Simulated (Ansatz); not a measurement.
# Sb under changes of volume

One of the cells (26.654 Å³/atom); the others are scaled copies at fixed shape and fractional positions:

```
Sb
1.0
     3.35453    0.00000    0.00000
    -1.67727    2.90511    0.00000
     0.00000    0.00000    5.47016
Sb
2
Direct
  0.66667 0.33333 0.75000
  0.33333 0.66667 0.25000
```

This isn't the form of Sb at room conditions, which is rhombohedral.

* Program: Ansatz 0.2.0
* Functional: LDA
* Potentials or basis: Ansatz PAW
* Cutoff: 420 eV (not typed: the program's choice for these potentials)
* k mesh: 9 × 9 × 5
* Occupations: fermi-dirac, width 0.05 eV
* Spin: no spin polarisation

```tsv
volume (Å³/atom)	energy over the lowest point (meV/atom)	pressure (GPa)
25.055	1.66	1.4
25.588	0.00	-0.2
26.121	2.92	-1.5
26.654	9.92	-2.7
27.187	20.71	-3.8
27.720	35.03	-4.8
28.253	?	?
```

Question: What does the run at 28.253 Å³/atom give?

Answer: Energy over the lowest point 52.53 meV/atom; pressure -5.7 GPa.

Worked out: A Birch-Murnaghan fit of order 3 (a polynomial in V^(-2/3)) to the other rows has its minimum at 25.51 Å³/atom with B0 = V·E''(V) = 66 GPa and B' = 3.1 at fixed shape and positions, which overstates the stiffness. It gives 52.52 meV/atom at 28.253 Å³/atom, against the run's 52.53, and -dE/dV = -5.7 GPa, against -5.7.

Energies are extrapolated to zero smearing.

Caveats: the PAW data sets come from PBE, with cores solved anew for the run's functional, which leaves a small shift of forces and pressure.
